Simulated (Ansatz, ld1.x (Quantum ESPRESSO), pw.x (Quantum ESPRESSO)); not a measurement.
From atom to crystal: TM potential for Tc

| Item | Value |
| --- | --- |
| Element | technetium (Tc) |
| Generator | ld1.x (Quantum ESPRESSO) 7.5 |
| Type | norm-conserving Troullier–Martins (Kleinman–Bylander form) |
| Functional | PBE |
| Relativity | scalar-relativistic |
| Frozen core | [Kr] |
| Valence charge | 7 |
| Reference configuration | 4d5 5s0 5p0 (charge +2) |
| Partial waves | 5p (bound, empty): rc 3.40 bohr; 4d (bound): rc 2.35 bohr; 5s (bound, empty): rc 2.60 bohr |
| Local potential | the s channel |
| Core correction | none |

Atomic tests: cutoffs needed: 35 Ry and 40 Ry (the cutoffs (Ry, on a coarse ladder) from which the occupation-weighted sum of valence levels, in a spherical-Bessel basis at the reference potential, stays within 10 and 1 mRy of its value at 400 Ry); ghost test: no extra level below or beside the all-electron valence levels (p, d, s, f tested) (spherical-Bessel basis up to 400 Ry, 20 bohr box); largest excitation error: -364 meV (all-electron minus pseudo) for 4d3 5s0 5p0, out of 7 test configurations.

Crystal test: fcc Tc in pw.x 7.5, no spin, 15³ k-points, Fermi–Dirac smearing 0.01 Ry, cutoffs 50/200 Ry. The reference is all-electron LAPW (Ansatz 0.2.0) with the same functional, mesh and smearing; V0 and B0 come from Birch–Murnaghan fits to the pressures at five volumes. Errors are pseudo minus all-electron; Δ is the rms difference of the E(V) curves that follow from these fits, minima aligned, over ±6 % about the mean V0. Mesh and smearing are coarse, so the numbers serve the comparison and aren't converged zero-temperature values; the lattice is a test structure that the element need not adopt.

All-electron: a0 = 3.873 Å (V0 = 14.52 Å³/atom), B0 = 295.3 GPa.

Q: How far does the potential miss the all-electron equation of state?

A: mean pressure error (GPa): -6.53; a0 (Å): 3.846; a0 error (%): -0.68; B0 error (%): +13.8; Δ (meV/atom): 20.1. The largest radius (3.40 bohr) exceeds half the bond length (2.59 bohr), so the spheres overlap, which is one possible source of error among others. This is a poor potential for the solid.

```csv
V (Å³/atom),P all-electron (GPa),P pseudo (GPa)
13.816,16.43,10.47
14.179,7.40,1.07
14.543,-0.46,-7.07
14.907,-7.31,-14.12
15.270,-13.27,-20.22
```

Q: At the middle volume, how do free energy and pressure move when the wave cutoff is lowered (ecutrho kept at four times it)?

A:

```csv
cutoff (Ry),shift of F (meV/atom),shift of P (GPa)
22,+5352.5,-218.81
30,+392.7,-30.54
40,+4.0,-0.66
```

The run at the middle volume (120 k-points, 10 iterations) took about 8 s on one core of a shared host (Neoverse-V2, 96 threads, 742 GiB, load 50).
